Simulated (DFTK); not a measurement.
A run of DFTK 0.8.2:

run.jl

```julia
using DFTK
using PseudoPotentialData
using Unitful, UnitfulAtomic
using LinearAlgebra, Printf
include("save.jl")
disable_threading()

# lattice vectors are the columns
lattice = austrip(1u"Å") * [           0.0        2.67185        2.67185;
                  2.67185            0.0        2.67185;
                  2.67185        2.67185            0.0]
symbols   = [:K, :F]
positions = [[0.0, 0.0, 0.0],
             [0.5, 0.5, 0.5]]
pseudopotentials = PseudoFamily("dojo.nc.sr.pbesol.v0_4_1.standard.upf")
elements = Dict(s => ElementPsp(s, pseudopotentials) for s in unique(symbols))
atoms    = [elements[s] for s in symbols]

build_model(lattice, positions; symmetries=true) =
    model_DFT(lattice, atoms, positions;
              functionals=PBEsol(),
              temperature=austrip(0.05u"eV"),
              smearing=Smearing.FermiDirac(),
              symmetries)
Ecut  = 42.0  # hartree
kgrid = [9, 9, 9]
tol   = 1e-6
to_GPa = ustrip(uconvert(u"GPa", 1u"hartree/bohr^3"))

model = build_model(lattice, positions)
basis = PlaneWaveBasis(model; Ecut, kgrid)
display(basis)
scfres = self_consistent_field(basis;
                               tol,
                               nbandsalg=AdaptiveBands(model; n_bands_converge=13))
display(scfres.energies)
@printf "Fermi level: %.6f eV\n" ustrip(auconvert(u"eV", something(scfres.εF, NaN)))
forces = compute_forces_cart(scfres)
println("Forces (eV/Å)")
for (s, f) in zip(symbols, forces)
    @printf "%-3s %12.6f %12.6f %12.6f\n" s ustrip.(auconvert.(u"eV/Å", f))...
end
stress = compute_stresses_cart(scfres)
println("Stress (GPa)")
display(round.(stress * to_GPa; digits=4))
println("Levels at the first k-point (eV): ", round.(ustrip.(auconvert.(u"eV", scfres.eigenvalues[1][1:scfres.n_bands_converge])); digits=4))
save_scf!(scfres; forces, stress)
```

Potentials or basis: dojo.nc.sr.pbesol.v0_4_1.standard.upf (PBEsol).

Command:

```console
$ julia --threads=1 run.jl  # save.jl only writes the numbers to a file and isn't shown; printed stress counts tension as positive; times include loading and compiling
```

Hardware: 1 thread of Intel(R) Xeon(R) 6975P-C (Granite Rapids), with other jobs on the host.

Q: Estimate the wall time of this run.

A: Wall time 95 s on 1 thread of Intel(R) Xeon(R) 6975P-C (Granite Rapids), on a shared host, peak memory 1.8 GiB. Counts: scf iterations 12, k points 35, plane waves 3383, bands 13.
